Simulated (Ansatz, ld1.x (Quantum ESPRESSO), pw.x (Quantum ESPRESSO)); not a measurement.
**cadmium: does the TM potential hold in the solid?**

ld1.x (Quantum ESPRESSO) 7.5 input, shortened:

```
&input
   title='Cd', zed=48., rel=1, dft='PBE', iswitch=3,
   config='[Kr] 4d10 5s2 5p0'
 /
 &inputp
   pseudotype=2, tm=.true., lloc=-2, rcloc=1.45,
   nlcc=.false.
 /
3
5S  1  0   2.00   0.00  1.65  1.65  0.0
5P  2  1   0.00   0.00  3.10  3.10  0.0
4D  3  2  10.00   0.00  1.50  1.50  0.0
 &test
   configts(1)='4d10 5s2 5p0'
 /
```

Atomic tests: cutoffs needed: 80 Ry and 120 Ry (the cutoffs (Ry, on a coarse ladder) from which the occupation-weighted sum of valence levels, in a spherical-Bessel basis at the reference potential, stays within 10 and 1 mRy of its value at 400 Ry); ghost test: ghost state, extra bound levels that the all-electron valence spectrum of the same l lacks: s at -12.6 eV; a true bound ghost makes a file unfit for plane-wave use (spherical-Bessel basis up to 400 Ry, 20 bohr box); largest excitation error: -215 meV (all-electron minus pseudo) for 4d9 5s2 5p1, out of 7 test configurations.

Crystal test: fcc Cd in pw.x 7.5, no spin, 13³ k-points, Fermi–Dirac smearing 0.01 Ry, cutoffs 145/580 Ry. The reference is all-electron LAPW (Ansatz 0.2.0) with the same functional, mesh and smearing; V0 and B0 come from Birch–Murnaghan fits to the pressures at five volumes. Errors are pseudo minus all-electron; Δ is the rms difference of the E(V) curves that follow from these fits, minima aligned, over ±6 % about the mean V0. Mesh and smearing are coarse, so the numbers serve the comparison and aren't converged zero-temperature values; the lattice is a test structure that the element need not adopt.

All-electron: a0 = 4.506 Å (V0 = 22.87 Å³/atom), B0 = 41.2 GPa.

Q: How far does the potential miss the all-electron equation of state?

A: mean pressure error (GPa): -11.56. The pressure does not cross zero within the volumes sampled, so no fit is given. This is a poor potential for the solid. The pseudo pressure rises with volume over part of the range, a mechanical instability. Note: ghost state, extra bound levels that the all-electron valence spectrum of the same l lacks: s at -12.6 eV. A true bound ghost makes a file unfit for plane-wave use.

| V (Å³/atom) | P all-electron (GPa) | P pseudo (GPa) |
| --- | --- | --- |
| 21.763 | 2.37 | -11.53 |
| 22.335 | 1.04 | -11.56 |
| 22.908 | -0.07 | -11.52 |
| 23.481 | -1.01 | -11.41 |
| 24.053 | -1.79 | -11.24 |

Q: At the middle volume, how do free energy and pressure move when the wave cutoff is lowered (ecutrho kept at four times it)?

A:

| cutoff (Ry) | shift of F (meV/atom) | shift of P (GPa) |
| --- | --- | --- |
| 65 | +435.1 | -20.98 |
| 87 | +21.9 | -0.36 |
| 116 | +10.1 | -0.30 |

The run at the middle volume (84 k-points, 16 iterations) took about 1.9 min on one core of a shared host (Neoverse-V1, 32 threads, 247 GiB, load 34).
